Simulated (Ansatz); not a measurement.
# SnS: the cost of one run

Computed with Ansatz 0.2.0 (DFT, PBE, plane-wave PAW, default files, scalar-relativistic, unless a step's input says otherwise).

## (1) The system as given

Symmetry: Pnma, No. 62, orthorhombic system. The conventional cell has a = 11.320 Å, b = 4.050 Å, c = 4.242 Å, α = 90.00°, β = 90.00°, γ = 90.00°. Sn (site symmetry m) is surrounded by 3 S at 2.61 to 2.72 Å. S (site symmetry m) is surrounded by 3 Sn at 2.61 to 2.72 Å.

Coordinates:

```cif
data_structure
_symmetry_space_group_name_H-M 'P 1'
_symmetry_Int_Tables_number 1
_cell_length_a 11.3200
_cell_length_b 4.0500
_cell_length_c 4.2420
_cell_angle_alpha 90.000
_cell_angle_beta 90.000
_cell_angle_gamma 90.000
_cell_volume 194.48
loop_
_atom_site_label
_atom_site_type_symbol
_atom_site_fract_x
_atom_site_fract_y
_atom_site_fract_z
_atom_site_occupancy
Sn1 Sn 0.12200 0.25000 0.09810 1
Sn2 Sn 0.37800 0.75000 0.59810 1
Sn3 Sn 0.62200 0.25000 0.40190 1
Sn4 Sn 0.87800 0.75000 0.90190 1
S1 S 0.85070 0.25000 0.47900 1
S2 S 0.64930 0.75000 0.97900 1
S3 S 0.35070 0.25000 0.02100 1
S4 S 0.14930 0.75000 0.52100 1
```

## (2) Single point at the given positions

The input, input.yaml:

```yaml
crystal:
  lattice:
    - [11.32, 0.0, 0.0]
    - [0.0, 4.05, 0.0]
    - [0.0, 0.0, 4.242]
  atoms:
    - { symbol: Sn, position: [0.122, 0.25, 0.0981] }
    - { symbol: Sn, position: [0.378, 0.75, 0.5981] }
    - { symbol: Sn, position: [0.622, 0.25, 0.4019] }
    - { symbol: Sn, position: [0.878, 0.75, 0.9019] }
    - { symbol: S, position: [0.8507, 0.25, 0.479] }
    - { symbol: S, position: [0.6493, 0.75, 0.979] }
    - { symbol: S, position: [0.3507, 0.25, 0.021] }
    - { symbol: S, position: [0.1493, 0.75, 0.521] }
kpoints:
  mp_grid: { grid: [4, 11, 10] }
scf:
  occupations: { method: fermi_dirac, width: 0.02 }
hamiltonian:
  xc: pbe
  pseudopotentials: { kind: paw }
output:
  forces: true
  stress: true
  populations: true
  efg:
    quadrupole_moments_barn: { Sn: -0.132, S: -0.0694 }
    contact_densities: true
```

Run with:

```bash
> ansatz run input.yaml --threads 1 --pin off --max-ram 3072MiB --backend cpu --events-out ev --progress --plain --runs-dir out
```

What time and memory should one allow on 1 thread of Intel Xeon Platinum 8488C (Sapphire Rapids), shared host?

About 45 s, with a peak of 0.92 GiB.
